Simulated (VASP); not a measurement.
# A VASP 6.6.1 single-point calculation on InP

INCAR

```
LASPH = .TRUE.
ISMEAR = 0
PREC = Accurate
ALGO = Normal
LREAL = .FALSE.
NSW = 0
NBANDS = 16
ENCUT = 520
ISIF = 2
LWAVE = .FALSE.
IBRION = -1
NELM = 120
LCHARG = .FALSE.
METAGGA = R2SCAN
SIGMA = 0.01
EDIFF = 1E-7
```

KPOINTS

```
KPOINTS created by Atomic Simulation Environment
0
Monkhorst-Pack
8 8 8
0 0 0
```

POSCAR

```
In P
 1.0000000000000000
     0.0000000000000000    2.8651740058000001    2.8651740058000001
     2.8651740058000001    0.0000000000000000    2.8651740058000001
     2.8651740058000001    2.8651740058000001    0.0000000000000000
 In  P
   1   1
Cartesian
  0.0000000000000000  0.0000000000000000  0.0000000000000000
  1.4325870029000001  1.4325870029000001  1.4325870029000001
```

The recommended PBE PAW datasets give the neutral cell 18 valence electrons.

Command

```
mpirun -np 1 vasp_std
```

OSZICAR

```
N       E                     dE             d eps       ncg     rms          rms(c)
DAV:   1     0.878879160883E+02    0.87888E+02   -0.86782E+03  1920   0.131E+03
DAV:   2    -0.284796061360E+02   -0.11637E+03   -0.11132E+03  2160   0.305E+02
DAV:   3    -0.356095078230E+02   -0.71299E+01   -0.70988E+01  2520   0.756E+01
DAV:   4    -0.357977213992E+02   -0.18821E+00   -0.18817E+00  2528   0.126E+01
DAV:   5    -0.358063478710E+02   -0.86265E-02   -0.86263E-02  2816   0.223E+00    0.844E+00
DAV:   6    -0.322184553563E+02    0.35879E+01   -0.16380E+00  2520   0.298E+01    0.431E+00
DAV:   7    -0.321937841733E+02    0.24671E-01   -0.29946E-01  2400   0.398E+00    0.275E+00
DAV:   8    -0.322012717591E+02   -0.74876E-02   -0.17725E-02  2680   0.115E+00    0.128E+00
DAV:   9    -0.322023892406E+02   -0.11175E-02   -0.22449E-03  2192   0.397E-01    0.101E-01
DAV:  10    -0.322024302280E+02   -0.40987E-04   -0.41690E-04  2560   0.219E-01    0.751E-02
DAV:  11    -0.322024614403E+02   -0.31212E-04   -0.59017E-05  2632   0.754E-02    0.352E-02
DAV:  12    -0.322024547375E+02    0.67028E-05   -0.13459E-05  2520   0.313E-02    0.962E-03
DAV:  13    -0.322024536606E+02    0.10769E-05   -0.33298E-06  2568   0.120E-02    0.425E-03
DAV:  14    -0.322024538504E+02   -0.18983E-06   -0.21344E-07  2152   0.385E-03    0.302E-03
DAV:  15    -0.322024539384E+02   -0.87970E-07   -0.49556E-08  1176   0.358E-03
   1 F= -.32202454E+02 E0= -.32202454E+02  d E =-.434457E-44
```

Standard output (part)

```
POSCAR found type information on POSCAR InP
 POSCAR found :  2 types and       2 ions
 LDA part: xc-table for (None), standard interpolation
 POSCAR, INCAR and KPOINTS ok, starting setup
 WAVECAR not read
 entering main loop
```

From OUTCAR

```
k-points           NKPTS =     60   k-points in BZ     NKDIM =     60   number of bands    NBANDS=     16

   NELECT =      18.0000    total number of electrons

   dimension x,y,z NGX =    30 NGY =   30 NGZ =   30
   dimension x,y,z NGXF=    60 NGYF=   60 NGZF=   60

  energy-cutoff  :      520.00
  volume of cell :       47.04
      direct lattice vectors                 reciprocal lattice vectors
     0.000000000  2.865174006  2.865174006    -0.174509471  0.174509471  0.174509471
     2.865174006  0.000000000  2.865174006     0.174509471 -0.174509471  0.174509471
     2.865174006  2.865174006  0.000000000     0.174509471  0.174509471 -0.174509471

 k-points in reciprocal lattice and weights: KPOINTS created by Atomic Simulation Env
   0.06250000  0.06250000  0.06250000       0.004
   0.18750000  0.06250000  0.06250000       0.012
   0.31250000  0.06250000  0.06250000       0.012
   0.43750000  0.06250000  0.06250000       0.012
  -0.43750000  0.06250000  0.06250000       0.012
  -0.31250000  0.06250000  0.06250000       0.012
  -0.18750000  0.06250000  0.06250000       0.012
  -0.06250000  0.06250000  0.06250000       0.012
   ...

 E-fermi :   5.8253

 k-point     1 :       0.0625    0.0625    0.0625
  band No.  band energies     occupation
      1      -9.0281      2.00000
      2      -9.0173      2.00000
      3      -9.0173      2.00000
      4      -8.8000      2.00000
      5      -8.8000      2.00000
      6      -6.6622      2.00000
      7       5.2611      2.00000
      8       5.7294      2.00000
      9       5.7294      2.00000
     10       7.7118      0.00000
     11      10.2453      0.00000
     12      10.3061      0.00000
     13      10.3061      0.00000
     14      15.5439      0.00000
     15      15.5487      0.00000
     16      15.5487      0.00000

 k-point     2 :       0.1875    0.0625    0.0625
  band No.  band energies     occupation
      1      -9.0672      2.00000
      2      -9.0066      2.00000
      3      -9.0004      2.00000
      4      -8.8032      2.00000
      5      -8.7965      2.00000
      6      -6.3844      2.00000
      7       3.8382      2.00000
      8       5.1259      2.00000
      9       5.6088      2.00000
     10       8.4313      0.00000
     11      10.3276      0.00000
     12      10.5247      0.00000
     13      11.0785      0.00000
     14      14.5789      0.00000
     15      15.2124      0.00000
     16      16.4514      0.00000

 k-point     3 :       0.3125    0.0625    0.0625
  band No.  band energies     occupation
      1      -9.1311      2.00000
      2      -8.9842      2.00000
      3      -8.9792      2.00000
      4      -8.8010      2.00000
      5      -8.7912      2.00000
      6      -5.7502      2.00000
      7       1.8063      2.00000
      8       4.6361      2.00000
      9       5.1929      2.00000
     10       8.4054      0.00000
     11      10.9449      0.00000
     12      11.0542      0.00000
     13      11.9447      0.00000
     14      14.5086      0.00000
     15      15.4594      0.00000
     16      15.9904      0.00000

 ...

  Total        2.1977300      2.1977300      2.1977300      0.0000000      0.0000000     -0.0000000
  in kB       74.8517411     74.8517411     74.8517411      0.0000000      0.0000000     -0.0000000
  external PRESSURE =      74.8517411 kB  Pullay stress =       0.0000000 kB

 POSITION                                       TOTAL-FORCE (eV/Angst)
 -----------------------------------------------------------------------------------
      0.00000      0.00000      0.00000        -0.000000     -0.000000      0.000000
      1.43259      1.43259      1.43259         0.000000      0.000000     -0.000000
 -----------------------------------------------------------------------------------
    total drift:                               -0.000002     -0.000002     -0.000002

  FREE ENERGIE OF THE ION-ELECTRON SYSTEM (eV)
  ---------------------------------------------------
  free  energy   TOTEN  =       -32.2024539384 eV

  energy  without entropy=      -32.2024539384  energy(sigma->0) =      -32.20245394
```

It converged. Results: gap between bands v and c on the k mesh 1.98 eV; least direct gap on the k mesh 1.98 eV; pressure 7.5 GPa. Band v is the last that the valence electrons fill when counted band by band, and c is the next.

The shifted mesh misses Γ, so a band edge there is missed.

For comparison, a separate r²SCAN run of the intended cell, on usual settings and not on those above, gives a gap of 1.56 eV on its mesh and a pressure of 7.5 GPa.

The run above took about 2.8 min on one core of a shared host (Intel Xeon Platinum 8488C) and held 0.19 GiB at most.
